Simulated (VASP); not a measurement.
**ZrB2: equation of state with LDA**

Crystal: ZrB2.

```xyz
3
Lattice="3.1361 0.0000 0.0000 -1.5681 2.7159 0.0000 0.0000 0.0000 3.4877" Properties=species:S:1:pos:R:3 pbc="T T T"
Zr    3.1361    0.0000    0.0000
B     1.5681    0.9053    1.7439
B     0.0000    1.8106    1.7439
```

```json
{"Program": "VASP 6.6.1", "Task": "equation of state", "Functional": "LDA", "Potentials or basis": "VASP PAW LDA potentials, release 64 (Zr_sv, B)", "Cutoff": "520 eV", "k mesh": "8 × 8 × 8", "Occupations": "fermi-dirac, width 0.05 eV", "Spin": "no spin polarisation"}
```

```
Equilibrium volume                        : 9.91 Å³/atom
Bulk modulus at fixed shape and positions : 261 GPa
Pressure derivative of the bulk modulus   : 3.9 (rough: it moves with the points fitted)
```

Energy against volume, from the lowest point:
| volume (Å³/atom) | energy (meV/atom) |
| --- | --- |
| 9.506 | 14.09 |
| 9.704 | 3.48 |
| 9.902 | 0.00 |
| 10.100 | 2.99 |
| 10.298 | 11.84 |

All runs of the series together: 100 s on 1 thread of Intel(R) Xeon(R) Platinum 8488C (Sapphire Rapids), on a shared host.

Caveat: the cell was scaled at fixed shape and fractional positions, which overstates the stiffness of a crystal with free parameters, most of all of layers and chains.
